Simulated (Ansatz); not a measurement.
## TlCl, a database entry at a rescaled volume

```
Tl Cl
1.0
     3.89121    0.00000    0.00000
     0.00000    3.89121    0.00000
     0.00000    0.00000    3.89121
Tl Cl
1 1
Direct
  0.00000 0.00000 0.00000
  0.50000 0.50000 0.50000
```

Level: PBE, no spin polarisation; 420 eV; 7×7×7 Γ-centred mesh; fermi-dirac occupations (width 0.1 eV); Ansatz 0.2.0, fixed geometry.

(1) Is there a gap, and of what kind?

(2) Is the cell too large or too small?

(3) Describe some of the short contacts.

(4) Which orbitals make up the band edges?

Origin: a database entry at a rescaled volume. Caveats: no spin-orbit coupling, which can shift this gap by tenths of an eV; the mesh misses a band edge that the path finds.

Answers

(1) The gap is 2.18 eV, direct at the points sampled.

(2) The pressure is 0.1 GPa (compression positive), so with the atoms held at these fractions the cell is close to zero pressure.

(3) Tl–Cl at 3.37 Å: least valence density 0.09 e/Å³ and ELF 0.08 there, a closed-shell (ionic or weak) contact. Tl–Tl at 3.89 Å: least valence density 0.04 e/Å³ and ELF 0.03 there, so no covalent bond. Cl–Cl at 3.89 Å: least valence density 0.03 e/Å³ and ELF 0.02 there, so no covalent bond. Both are smooth PAW fields, read partly inside the augmentation spheres.

(4) Within 0.7 eV of the edges, the states project mainly on Cl p (76 %) and Tl s (21 %) below the gap and on Tl p (81 %) above it.
